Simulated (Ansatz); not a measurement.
**CdSe (Pnma)**

Computed with DFT PBE, scalar-relativistic, plane waves, PAW (Ansatz).

Cutoff 420 eV; k points 4×6×4 on the computed 8-atom cell (Γ-centred); Gaussian smearing, width 0.02 eV; no spin polarisation.

The structure is relaxed at this level of theory with its symmetry kept, and needn't be the ground state of this composition.

```cif
data_structure
_symmetry_space_group_name_H-M 'P 1'
_symmetry_Int_Tables_number 1
_cell_length_a 8.1647
_cell_length_b 4.5070
_cell_length_c 7.4791
_cell_angle_alpha 90.000
_cell_angle_beta 90.000
_cell_angle_gamma 90.000
_cell_volume 275.22
loop_
_atom_site_label
_atom_site_type_symbol
_atom_site_fract_x
_atom_site_fract_y
_atom_site_fract_z
_atom_site_occupancy
Cd1 Cd 0.84076 0.75000 0.39901 1
Cd2 Cd 0.65924 0.25000 0.89901 1
Cd3 Cd 0.34076 0.75000 0.10099 1
Cd4 Cd 0.15924 0.25000 0.60099 1
Se1 Se 0.82232 0.25000 0.59595 1
Se2 Se 0.67768 0.75000 0.09595 1
Se3 Se 0.32232 0.25000 0.90405 1
Se4 Se 0.17768 0.75000 0.40405 1
```

Question: Formation energy from the elements' standard states (uncorrected)?

Answer: -0.557 eV/atom.

Question: Kohn–Sham band gap?

Answer: 0.75 eV.

Question: Orbital (Löwdin) character of the top 1 eV of the valence band?

Answer: Se 4p 92 %.

Question: Orbital (Löwdin) character of the lowest 1 eV of the conduction band?

Answer: Cd 5s 57 %, Se 4p 26 %, Se 4s 14 %.

Question: Bader charge by site (e)?

Answer: Cd (4 in the cell) 0.74, Se (4 in the cell) -0.74.

The cell was found from a structure generator's guess, not taken from experiment. Kohn–Sham gaps at this level usually fall short of measured ones. Löwdin shares on free-atom orbitals overweight diffuse shells in the empty bands.
